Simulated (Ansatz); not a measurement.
# An elastic constant from a strain scan in WS₂

Method: Ansatz, DFT PBEsol, scalar-relativistic, plane waves, PAW. Settings: plane waves to 420 eV, k-mesh 12×12×2 (Γ-centred), Gaussian smearing 0.05 eV. Spin–orbit coupling is left out, which can shift energies with elements as heavy as these. No spin polarisation. Energies are free energies at this smearing, counted from the undisturbed cell; pressure is positive in compression.

The undisturbed cell (relaxed at this level; this form isn't the usual structure):

```
CELL_PARAMETERS angstrom
3.14578 0.00000 0.00000
-1.57289 2.72432 0.00000
0.00000 0.00000 16.95342
ATOMIC_POSITIONS crystal
W 0.33333 0.66667 0.00000
S 0.66667 0.33333 0.90758
S 0.66667 0.33333 0.09242
```

The cell holds layers and no dispersion correction was added, so their binding is poorly described.

The cell is strained by ε times the Voigt pattern (0, 1, 0, 0, 0, 0) (xx, yy, zz, yz, xz, xy; engineering shear) with fractional coordinates fixed. The cell holds 3 atoms in V0 = 145.29 Å³. The stress column is τ = (1/V0) dE/dε, got from the stress tensor σ (compression positive) at each point as −det(1 + εP) σ : P(1 + εP)⁻¹, with P the pattern as a tensor.

```csv
ε,ΔE (meV/atom),τ (GPa)
-0.0200,6.859,-2.329
-0.0150,3.805,-1.714
-0.0100,1.665,-1.121
-0.0050,0.407,-0.548
0.0000,0.000,0.006
0.0050,0.414,0.539
0.0100,1.620,1.054
0.0150,3.591,1.551
0.0175,4.855,1.793
0.0200,?,?
```

Task: Which combination of elastic constants does this scan measure, and how large is it?

Result: For small ε, τ = τ0 + Kε with K = pᵀCp, which for this pattern is C22 in the Cartesian frame shown. The parabola through τ at ε = -0.0050, 0 and 0.0050 has slope K = 109 GPa at zero. The energies per cell, E = NΔE, of the same two points give K = 2[E(ε₊)/ε₊ − E(ε₋)/ε₋]/[(ε₊ − ε₋)V0] = 109 GPa, in agreement. These are clamped-ion values.

Task: Predict the withheld row at ε = 0.0200 from the harmonic law, and compare.

Result: ΔE = V0(τ0 ε + Kε²/2)/N = 6.606 meV/atom and τ = 2.18 GPa. The calculation gives 6.300 meV/atom and 2.03 GPa, a miss of 4.6 % of the harmonic energy, so the harmonic law still holds here.

Forces appear on the atoms along this scan, and letting them relax would lower the energy and soften the response.